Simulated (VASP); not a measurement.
**CdO: relaxation of cell and atoms with PBEsol**

The system is CdO.

```
Cd O
1.0
     0.00000    2.34950    2.34950
     2.34950    0.00000    2.34950
     2.34950    2.34950    0.00000
Cd O
1 1
Direct
  0.00000 0.00000 0.00000
  0.50000 0.50000 0.50000
```

The cell was built by a generator and needn't be a form met in nature.

| Quantity | Value |
| --- | --- |
| Program | VASP 6.6.1 |
| Task | relaxation of cell and atoms |
| Functional | PBEsol |
| Potentials or basis | VASP PAW PBE potentials, release 64 (Cd, O) |
| Cutoff | 600 eV |
| k mesh | 12 × 12 × 12 |
| Occupations | gaussian, width 0.03 eV |
| Spin | no spin polarisation |
| Further INCAR settings | ALGO = Normal; EDIFF = 1e-06; IBRION = 2; EDIFFG = -0.01; NSW = 90; ISIF = 3 |

```yaml
Relaxed_volume: 13.02 Å³/atom
Relaxed_cell: a = 3.327 Å, b = 3.327 Å, c = 3.327 Å, α = 60.00°, β = 60.00°, γ = 60.00°
Space_group_after_relaxing_to_0.05_Å: Fm-3m (No. 225)
Energy_gained_by_relaxing: 0.1 meV/atom
Ionic_steps: 3
Pressure_after_relaxing: 0.0 GPa
Band_gap_on_the_k_mesh: none (metal or under the smearing width)
```

Step by step:
| step | energy change (eV) | largest force (eV/Å) | pressure (GPa) | volume (Å³) |
| --- | --- | --- | --- | --- |
| 1 | 0.0000 | 0.0000 | 0.53 | 25.94 |
| 2 | -0.0001 | 0.0000 | -0.36 | 26.10 |
| 3 | -0.0002 | 0.0000 | 0.00 | 26.04 |

Final structure:
```
Cd O
1.0
     0.00000    2.35240    2.35240
     2.35240    0.00000    2.35240
     2.35240    2.35240    0.00000
Cd O
1 1
Direct
  0.00000 0.00000 0.00000
  0.50000 0.50000 0.50000
```

Levels at points of the mesh, in eV from the Fermi level:
```csv
k point,band 6,band 7,band 8,band 9,band 10,band 11,band 12,band 13
"(0.00, 0.00, 0.00)",-6.38,-1.37,-1.37,-1.37,-0.57,14.74,16.83,16.83
"(0.50, 0.00, 0.00)",-6.12,-3.85,-0.03,-0.03,4.26,7.19,11.76,11.76
"(0.50, 0.50, 0.00)",-5.67,-4.42,-2.36,-2.36,3.73,8.40,11.02,13.17
```

It took 44 s on 1 thread of Intel(R) Xeon(R) Platinum 8488C (Sapphire Rapids) (shared host), peak memory 0.19 GiB.

Caveat: the PAW data sets were made with another functional, which shifts forces and pressure a little; this crystal is a semiconductor, whose small gap the functional closes, so the metal is an error of the method.
